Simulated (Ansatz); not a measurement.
## GaN (P6_3mc): G0W0 under other settings

A base run on GaN (P6_3mc), then changed inputs.

Method: G0W0 on PBE, plane waves, PAW, in Ansatz 0.2.0.

The database entry behind the starting cell has ideal inner coordinates that were not refined, so it need not match the best structure at ambient conditions.

**1. The starting structure**

Symmetry: P6_3mc, No. 186, hexagonal system. The conventional cell has a = 3.190 Å, b = 3.190 Å, c = 5.189 Å, α = 90.00°, β = 90.00°, γ = 120.00°. Nearest to Ga lie 4 N at 1.95 Å. N has 4 Ga at 1.95 Å nearest. Farther neighbours and most contacts between anions are not listed.

The cell and positions come from the Crystallography Open Database and are kept as given unless a step says otherwise. The default PAW set here is soft_1. Its files were made with PBE.

**2. The base run: 6×6×2 mesh, 136 empty bands, screening to 120 eV**

Now the one-shot GW correction: screening in the RPA, then the self-energy of the levels asked for.

Contents of input.yaml:

```yaml
crystal:
  lattice:
    - [3.19, 0.0, 0.0]
    - [-1.595, 2.7626210381, 0.0]
    - [0.0, 0.0, 5.189]
  atoms:
    - { symbol: Ga, position: [0.6666666667, 0.3333333333, 0.0] }
    - { symbol: Ga, position: [0.3333333333, 0.6666666667, 0.5] }
    - { symbol: "N", position: [0.6666666667, 0.3333333333, 0.375] }
    - { symbol: "N", position: [0.3333333333, 0.6666666667, 0.875] }
kpoints:
  mp_grid: { grid: [6, 6, 2] }
hamiltonian:
  xc: pbe
  pseudopotentials: { kind: paw, azcp: { folder: "./paw" } }
scf:
  occupations: { method: fixed }
gw:
  n_empty_bands: 136
  ecut_chi: 120
  qp_bands: [v2, c2]
  qp_kpoints: band_edges
  screening: { model: contour_deformation }
```

Run with:

```console
ansatz run input.yaml --threads 3 --pin off --max-ram 92160MiB --backend cuda --events-out ev --progress --plain --runs-dir out --devices 1 --max-vram 13GiB
```

Numbers of over 12 decimals in the logs are rounded to 6 here.

The program printed:

```text
GPUs: using 1 of 1 available (devices: 1).
Engine: ansatz 0.2.0, x86_64-unknown-linux-gnu
Pseudopotentials: kind: paw
Pseudopotential: Ga, paw, valence charge 13, recommended cutoff 420 eV (normal), <dir>
Pseudopotential: N, paw, valence charge 5, recommended cutoff 420 eV (normal), <dir>
Functional definition: PBE
  parameter kappa = 0.804
  parameter beta = 0.066725
  exchange = pbe_x(kappa = kappa, mu = beta*pi^2/3)
  correlation = pbe_c(beta = beta)
device memory: the entry about to start is reckoned to put 0.6 GiB on a device that reports 67.4 GiB free (of which the cap on the GPU budget leaves the run 13.0 GiB)
GPU FFT provider: cuFFT
GPU libraries: cuBLAS 13.8.2, cuFFT 12.4.0, cuSOLVER 12.3.4
Crystal: 4 atoms, lattice volume = 45.729 Å³
Basis set: ecut = 420 eV, 917 PW (Γ)
Bands: 22, of which v1, the nominal top of the filled ones, is band 18 counted from 1 (17 counted from 0)
Symmetry: 12 space group operations
Space group: P63mc (ITA 186), of the structure as read, at distance tolerance 3.6e-5 Å
k-points: 14 of 72
Non-local potential: Ga, projectors of the file, l = 0: 2, l = 1: 2, l = 2: 3, l = 3: 1
Non-local potential: N, projectors of the file, l = 0: 2, l = 1: 2, l = 2: 1
PAW form: soft (Blöchl's): semilocal exchange-correlation on the pseudo side does not see the compensation charge
PAW one-centre angular grid: Ga, 590 points (default); XC on 64 Gauss nodes
PAW one-centre angular grid: N, 110 points (default); XC on 64 Gauss nodes
Initial density: superposition of atomic densities (chi_scale 0.1, normalization cell, long waves kept (reshape's long-wave potential 0.00 eV rms))
Initial wavefunctions: pseudopotential atomic-orbital guess
GPU buffer pool allocated for 20736 grid points (all kernels)
GPU transforms: local potential and band sums: pruned to the plane-wave sphere, on 24×24×36
Functional: x = pbe(κ = 0.804, μ = 0.219515), c = pbe(β = 0.066725)
SCF iter   1: F=—  HF=-8337.202396 eV  |F-HF|=—  |Δ(HF+E_count)|=         —  Δρ=1.13e-1  dr2=5.09e0  ethr=3.10e-3  ⟨swp⟩=4.0  Hψ=1117  notcnv=0  defer=5
preconditioner: auto → Resta (q_TF=auto, 2.622 Å⁻¹)  ε∞=4.8  [insulator: Δε(μ)=2.712 eV  Ē_g=16.854 eV  n_scr=22 (ndim 8)  ℏωp=32.9 eV  f_vac=0.000  ε∞_Penn≈4.8]
SCF iter   2: F=—  HF=-8335.918612 eV  |F-HF|=—  |Δ(HF+E_count)|=    1.28e0  Δρ=4.69e-2  dr2=5.38e-1  ethr=3.10e-3  ⟨swp⟩=2.0  Hψ=716  notcnv=0  defer=14
SCF iter   3: F=—  HF=-8335.833379 eV  |F-HF|=—  |Δ(HF+E_count)|=   8.52e-2  Δρ=1.84e-2  dr2=1.12e-1  ethr=1.50e-3  ⟨swp⟩=2.0  Hψ=449  notcnv=0  defer=27
SCF iter   4: F=—  HF=-8335.820403 eV  |F-HF|=—  |Δ(HF+E_count)|=   1.30e-2  Δρ=3.23e-3  dr2=5.89e-3  ethr=3.10e-4  ⟨swp⟩=3.0  Hψ=587  notcnv=0  defer=27
[...]
E_nonlocal   = -109.329109
  E_hartree    = 1792.828359
  E_xc         = -244.706908
  E_vxc        = -261.983021  (∫ρ·V_xc dr)
  E_paw        = -4249.378871  (= ΣΔE_a)
  E_vpaw       = -872.502331  (= ΣTr[D̂ρ^β])
  E_aug_tail   = 0.001510  (compensation charges beyond the density's cutoff)
  E_ewald      = -3172.508547
  E_smearing   = -0.000000  (= −TS)
  E_closure    = 0.000000  (closes the sum)
  Σ components = -8335.820674   (vs F -8335.820674, Δ=0.00e0)
--- Band table (eV; the first three rows and the last of 14) ---
  k-point 0: bands = [... 14 lower, 8.6349, 9.6160, 9.6789, 9.6789, 11.5704, 13.9220, 18.8640, 19.5626]
  k-point 1: bands = [... 14 lower, 9.1437, 9.1437, 9.1437, 9.1437, 13.9053, 13.9053, 18.1605, 18.1605]
  k-point 2: bands = [... 14 lower, 7.9549, 8.1295, 9.3300, 9.4422, 13.0963, 15.1983, 17.8213, 18.5923]
  k-point 13: bands = [... 14 lower, 5.5082, 5.5082, 8.1876, 8.1876, 16.0951, 16.0951, 16.9770, 16.9770]
--- G₀W₀: contour deformation, 6 samples at zero and on the imaginary axis and 1 off it, 72 q-points, 136 empty bands' worth ---
  eigenvalues of the whole cell's RPA ε∞ on this k-mesh (on a slab, of 1 + 4πα/V) = 6.4633, 6.4633, 6.5674; static W/v taken at q = 0 is 0.153342
  bands read: the sum over 154 bands ends inside a degenerate multiplet in 2 slots, whose members it reads at an even weight; the widest, k=1: bands 153 to 156 (counted from 1) at 2/4 each
  gw.qp_kpoints: band_edges: 11 of 14 stored k-points solved, in 1 pass; an edge of the gap read off the rows below is read off those points alone
    valence top: of the k-points left out ik 8 came nearest to being solved in a further pass, in band 18 (counted from 1, as in the quasiparticle table): it holds the edge there only if its correction is more favourable than any solved in that band by at least 0.922 eV; those differ by 0.310 eV
    conduction bottom: of the k-points left out ik 8 came nearest to being solved in a further pass, in band 19 (counted from 1, as in the quasiparticle table): it holds the edge there only if its correction is more favourable than any solved in that band by at least 2.648 eV; those differ by 0.564 eV
    ik  band        ε_KS         Σx   Σc(E_QP)       V_xc       Z   E_QP_lin       E_QP  E_QP is
     0    17      9.6789   -23.8131     3.0920   -20.2301  0.7659     9.1838     9.1879  root
     0    18      9.6789   -23.8131     3.0920   -20.2301  0.7659     9.1838     9.1879  root
     0    19     11.5704   -11.4702    -3.7052   -15.7692  0.7986    12.1697    12.1642  root
     0    20     13.9220   -10.2044    -4.3968   -15.2908  0.8053    14.6202    14.6117  root
     1    17      9.1437   -23.3665     3.2467   -19.5598  0.7646     8.5778     8.5836  root
     1    18      9.1437   -23.3665     3.2467   -19.5598  0.7646     8.5778     8.5836  root
     1    19     13.9053   -10.8781    -4.2738   -15.8900  0.7925    14.6534    14.6433  root
     1    20     13.9053   -10.8781    -4.2738   -15.8900  0.7925    14.6534    14.6433  root
[...]
13    17      8.1876   -22.3440     3.4683   -18.2410  0.7592     7.5446     7.5529  root
    13    18      8.1876   -22.3440     3.4683   -18.2410  0.7592     7.5446     7.5529  root
    13    19     16.0951    -9.4770    -4.8202   -14.9799  0.7976    16.7882    16.7778  root
    13    20     16.0951    -9.4770    -4.8202   -14.9799  0.7976    16.7882    16.7778  root
[key lines of the parts left out:]
SCF converged after 9 iterations
Free energy (F): -8335.820674 eV
Fermi energy:    9.678907 eV
```

Elapsed: 17 s, on 1 × NVIDIA H100 80GB HBM3 (shared by 6 runs) with 3 threads of AMD EPYC 7R13 (Zen 3), shared host; peak memory 1.1 GiB; 8.4 s of CPU time.

Numbers from this step:

* bands summed: 154
* RPA ε∞ on this mesh (eigenvalues): 6.463, 6.463, 6.567
* plane waves in the screening matrix: 135
* q-points in the mesh: 72
* G0W0 gap on the mesh: 2.976 eV
* k of the valence top: 0, 0, 0
* k of the conduction bottom: 0, 0, 0
* starting gap on the mesh: 1.891 eV
* Z at the valence top: 0.7659
* Z at the conduction bottom: 0.7986
* least direct G0W0 gap on the computed points: 2.976 eV

The gap on the mesh goes from 1.89 eV to 2.98 eV, a correction of +1.08 eV. Between the two edge states, bare exchange in place of the xc potential would open the gap by 7.88 eV, and correlation takes back 6.80 eV.

**3. Variant: accuracy level**

input.yaml, as its differences from that of step 2:

```diff
@@ -18,4 +18,4 @@
 gw:
-  n_empty_bands: 136
-  ecut_chi: 120
+  n_empty_bands: 103
+  ecut_chi: 100
   qp_bands: [v2, c2]
@@ -23 +23,2 @@
   screening: { model: contour_deformation }
+accuracy: low
```

The program printed:

```text
settings of this run that can trade accuracy for cost: accuracy: low. Do not mix this run's numbers with those of runs without the same settings; the input reference describes each key
GPUs: using 1 of 1 available (devices: 1).
[...]
GPU FFT provider: cuFFT
GPU libraries: cuBLAS 13.8.2, cuFFT 12.4.0, cuSOLVER 12.3.4
Crystal: 4 atoms, lattice volume = 45.729 Å³
Basis set: ecut = 420 eV, 917 PW (Γ)
Bands: 22, of which v1, the nominal top of the filled ones, is band 18 counted from 1 (17 counted from 0)
[... 1 set-up line as in the run before ...]
[...]
k-points: 14 of 72
[...]
GPU buffer pool allocated for 20736 grid points (all kernels)
[...]
SCF iter   1: F=—  HF=-8337.202396 eV  |F-HF|=—  |Δ(HF+E_count)|=         —  Δρ=1.13e-1  dr2=5.09e0  ethr=3.10e-3  ⟨swp⟩=4.0  Hψ=1117  notcnv=0  defer=5
[...]
SCF iter   9: F=-8335.820674 eV  HF=-8335.820674 eV  |F-HF|=3.02e-9  |Δ(HF+E_count)|=   1.96e-7  Δρ=2.62e-6  dr2=3.40e-9  ethr=2.78e-10  ⟨swp⟩=4.1  Hψ=983  notcnv=0
SCF 1 converged in 9 iterations: F = -8335.820674 eV  dr2 = 3.40e-9
[...]
NSCF: frozen V_eff on 14 k-points, pencils in batches of 32, up to order 88
[...]
NSCF: frozen V_eff on 14 k-points
G₀W₀ screening: q 1/14
[... further progress lines ...]
SCF converged after 9 iterations
Free energy (F): -8335.820674 eV
[...]
Internal energy: -8335.820674 eV  (E = F + TS)
E sigma→0 (E₀):  -8335.820674 eV
Fermi energy:    9.678907 eV
[...]
--- Band table (eV; the first three rows and the last of 14) ---
  k-point 0: bands = [... 14 lower, 8.6349, 9.6160, 9.6789, 9.6789, 11.5704, 13.9220, 18.8640, 19.5626]
  k-point 1: bands = [... 14 lower, 9.1437, 9.1437, 9.1437, 9.1437, 13.9053, 13.9053, 18.1605, 18.1605]
  k-point 2: bands = [... 14 lower, 7.9549, 8.1295, 9.3300, 9.4422, 13.0963, 15.1983, 17.8213, 18.5923]
  k-point 13: bands = [... 14 lower, 5.5082, 5.5082, 8.1876, 8.1876, 16.0951, 16.0951, 16.9770, 16.9770]
[...]
0    17      9.6789   -23.8131     3.1928   -20.2301  0.7672     9.2862     9.2887  root
     0    18      9.6789   -23.8131     3.1928   -20.2301  0.7672     9.2862     9.2887  root
     0    19     11.5704   -11.4702    -3.6221   -15.7692  0.7995    12.2547    12.2473  root
     0    20     13.9220   -10.2044    -4.3165   -15.2908  0.8058    14.7029    14.6919  root
     1    17      9.1437   -23.3665     3.3452   -19.5598  0.7659     8.6783     8.6821  root
     1    18      9.1437   -23.3665     3.3452   -19.5598  0.7659     8.6783     8.6821  root
     1    19     13.9053   -10.8781    -4.1807   -15.8900  0.7934    14.7498    14.7364  root
     1    20     13.9053   -10.8781    -4.1807   -15.8900  0.7934    14.7498    14.7364  root
[...]
13    17      8.1876   -22.3440     3.5660   -18.2410  0.7603     7.6449     7.6506  root
    13    18      8.1876   -22.3440     3.5660   -18.2410  0.7603     7.6449     7.6506  root
    13    19     16.0951    -9.4770    -4.7479   -14.9799  0.7978    16.8633    16.8502  root
    13    20     16.0951    -9.4770    -4.7479   -14.9799  0.7978    16.8633    16.8502  root
```

Wall time 18 s (1 × NVIDIA H100 80GB HBM3 (shared by 6 runs) with 3 threads); peak memory 1 GiB; 8.2 s of CPU time.

The G0W0 gap on the mesh is 2.959 eV.

Against the base:

| setting | base | variant |
| --- | --- | --- |
| empty bands | 136 | 103 |
| screening cutoff (eV) | 120 | 100 |
| accuracy | - | low |

| quantity | variant | base |
| --- | --- | --- |
| starting gap on the mesh | 1.891 | 1.891 |
| G0W0 gap on the mesh | 2.959 | 2.976 |
| least direct G0W0 gap on the computed points | 2.959 | 2.976 |
| Z at the valence top | 0.767 | 0.766 |
| Z at the conduction bottom | 0.800 | 0.799 |

**4. Variant: guard bands**

input.yaml, as its differences from that of step 3:

```diff
@@ -18,4 +18,4 @@
 gw:
-  n_empty_bands: 103
-  ecut_chi: 100
+  n_empty_bands: 74
+  ecut_chi: 80
   qp_bands: [v2, c2]
@@ -23,2 +23,2 @@
   screening: { model: contour_deformation }
-accuracy: low
+  n_guard_bands: 12
```

The program printed:

```text
GPUs: using 1 of 1 available (devices: 1).
[...]
GPU FFT provider: cuFFT
GPU libraries: cuBLAS 13.8.2, cuFFT 12.4.0, cuSOLVER 12.3.4
Crystal: 4 atoms, lattice volume = 45.729 Å³
Basis set: ecut = 420 eV, 917 PW (Γ)
Bands: 22, of which v1, the nominal top of the filled ones, is band 18 counted from 1 (17 counted from 0)
[... 1 set-up line as in the run before ...]
[...]
k-points: 14 of 72
[...]
GPU buffer pool allocated for 20736 grid points (all kernels)
[...]
SCF iter   1: F=—  HF=-8337.202396 eV  |F-HF|=—  |Δ(HF+E_count)|=         —  Δρ=1.13e-1  dr2=5.09e0  ethr=3.10e-3  ⟨swp⟩=4.0  Hψ=1117  notcnv=0  defer=5
[...]
SCF iter   9: F=-8335.820674 eV  HF=-8335.820674 eV  |F-HF|=3.02e-9  |Δ(HF+E_count)|=   1.96e-7  Δρ=2.62e-6  dr2=3.40e-9  ethr=2.78e-10  ⟨swp⟩=4.1  Hψ=983  notcnv=0
SCF 1 converged in 9 iterations: F = -8335.820674 eV  dr2 = 3.40e-9
[...]
G₀W₀ screening: q 1/14
[... further progress lines ...]
SCF converged after 9 iterations
Free energy (F): -8335.820674 eV
[...]
Internal energy: -8335.820674 eV  (E = F + TS)
E sigma→0 (E₀):  -8335.820674 eV
Fermi energy:    9.678907 eV
[...]
--- Band table (eV; the first three rows and the last of 14) ---
  k-point 0: bands = [... 14 lower, 8.6349, 9.6160, 9.6789, 9.6789, 11.5704, 13.9220, 18.8640, 19.5626]
  k-point 1: bands = [... 14 lower, 9.1437, 9.1437, 9.1437, 9.1437, 13.9053, 13.9053, 18.1605, 18.1605]
  k-point 2: bands = [... 14 lower, 7.9549, 8.1295, 9.3300, 9.4422, 13.0963, 15.1983, 17.8213, 18.5923]
  k-point 13: bands = [... 14 lower, 5.5082, 5.5082, 8.1876, 8.1876, 16.0951, 16.0951, 16.9770, 16.9770]
[...]
`?` marks the rows in doubt; gw_qp.tsv's column doubts and the gw_qp event give each row's grounds
[...]
0    17      9.6789   -23.8131     3.3114   -20.2301  0.7691     9.4061     9.4073  root
     0    18      9.6789   -23.8131     3.3114   -20.2301  0.7691     9.4061     9.4073  root
     0    19     11.5704   -11.4702    -3.5385   -15.7692  0.8013    12.3408    12.3310  root
     0    20     13.9220   -10.2044    -4.2172   -15.2908  0.8065    14.8061    14.7912  root
     1    17      9.1437   -23.3665     3.4625   -19.5598  0.7675     8.7974     8.7994  root
     1    18      9.1437   -23.3665     3.4625   -19.5598  0.7675     8.7974     8.7994  root
     1    19     13.9053   -10.8781    -4.0741   -15.8900  0.7946    14.8612    14.8431  root
     1    20     13.9053   -10.8781    -4.0741   -15.8900  0.7946    14.8612    14.8431  root
[...]
12    20     17.4607   -11.2814    -5.2223   -17.9134  0.7634    18.9406    18.8703  root ?
    13    17      8.1876   -22.3440     3.6840   -18.2410  0.7618     7.7653     7.7687  root
    13    18      8.1876   -22.3440     3.6840   -18.2410  0.7618     7.7653     7.7687  root
    13    19     16.0951    -9.4770    -4.6542   -14.9799  0.7983    16.9616    16.9438  root
    13    20     16.0951    -9.4770    -4.6542   -14.9799  0.7983    16.9616    16.9438  root
```

Elapsed: 13 s, on 1 × NVIDIA H100 80GB HBM3 (shared by 6 runs) with 3 threads; peak memory 1 GiB; 6.5 s of CPU time.

The G0W0 gap on the mesh is 2.924 eV.

Against the base:

| setting | base | variant |
| --- | --- | --- |
| empty bands | 136 | 74 |
| screening cutoff (eV) | 120 | 80 |
| n guard bands | - | 12 |

| quantity | variant | base |
| --- | --- | --- |
| starting gap on the mesh | 1.891 | 1.891 |
| G0W0 gap on the mesh | 2.924 | 2.976 |
| least direct G0W0 gap on the computed points | 2.924 | 2.976 |
| Z at the valence top | 0.769 | 0.766 |
| Z at the conduction bottom | 0.801 | 0.799 |

**5. Results**

```
base           : 2.98 eV, 17 s
accuracy level : 2.96 eV, 18 s
guard bands    : 2.92 eV, 13 s
```

Accuracy level: the gap moves by −0.02 eV. The variant differs from the base in empty bands, screening cutoff and accuracy together, so the change can't be laid to one of them. Guard bands: the gap moves by −0.05 eV. The variant differs from the base in empty bands, screening cutoff and n guard bands together, so the change can't be laid to one of them. All runs here use a coarse mesh and modest cutoffs; they test settings and are not final values. The 6×6×2 mesh is coarse for this cell (its supercell is 10 Å along the shortest edge). The RPA ε∞ on it, from the PBE start, is 6.46 and 6.57; such meshes misread the long-range screening, most where the gap is narrow. The many-body steps are scalar-relativistic: spin-orbit coupling is not in them.

[Paths, hosts, dates, memory and timing lines, banners, echoed tables and standing remarks are left out of the program output.]

[Logs are printed without paths, hosts, clocks, repeated set-up lines and the standing remarks that a program may print on its own settings, such as how far it seeks lower states.]

[Runs of the session that timed out or met a known fault of the program may be left out.]

[Cells called generated may have been cut or substituted from an entry of the Crystallography Open Database or the Materials Project.]

[Hosts, paths, dates, database ids (printed as entryN), source tags and the programs' standing remarks are cut or masked in the printed files.]
